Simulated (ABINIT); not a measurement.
Runs of ABINIT 10.8.3 (patched build) on P. Symmetry: Cmce, No. 64, orthorhombic system. The conventional cell has a = 3.295 Å, b = 10.930 Å, c = 4.544 Å, α = 90.00°, β = 90.00°, γ = 90.00°. P (site symmetry m) is surrounded by 3 P at 2.20 to 2.25 Å. 

```tsv
task	level	potentials or basis	cell	cutoff (eV)	cutoff smearing ecutsm (Ha)	stop of the response cycle (tolvrs)	acoustic sum rule (asr)	cell freedom (optcell)	optimiser (ionmov)	gap on the mesh (eV)	pressure (GPa)	largest force (eV/Å)
phonons	PBE	PseudoDojo NC SR PBE v0.4.1 standard	cell relaxed at zero pressure by an earlier run	599	0.5	1e-09	1	-	-	0.12	0.0	-
single point	revPBE	PseudoDojo NC SR PBE v0.4.1 standard	as given	599	-	-	-	-	-	0.15	3.0	0.32
relaxation of cell and atoms	PBE	PseudoDojo NC SR PBE v0.4.1 standard	relaxed	599	0.5	-	-	2	2	0.12	0.0	-
single point	r2SCAN	PseudoDojo NC SR PBE v0.4.1 standard	as given	517	-	-	-	-	-	0.18	(c)	0.29
single point	PBEsol	PseudoDojo NC SR PBEsol v0.4.1 standard	as given	490	-	-	-	-	-	none	(b)	(a)
```

Alike in all rows: no spin polarisation; k mesh 6 × 6 × 4; smearing fermi-dirac 0.05 eV.

Q: Fill in the values left out.

A: (a) 0.31; (b) -0.6; (c) 1.7.

Caveats: the potentials were made for another functional, which shifts forces and pressure (some runs); the mesh is coarse for a metal's response (some runs); a meta-GGA on potentials with a model core is unreliable (some runs); the cutoff is short for stress, so the pressure is rough (some runs).

A k mesh can miss the band edges.

A gap of «none» marks a metal or a gap under the smearing width.
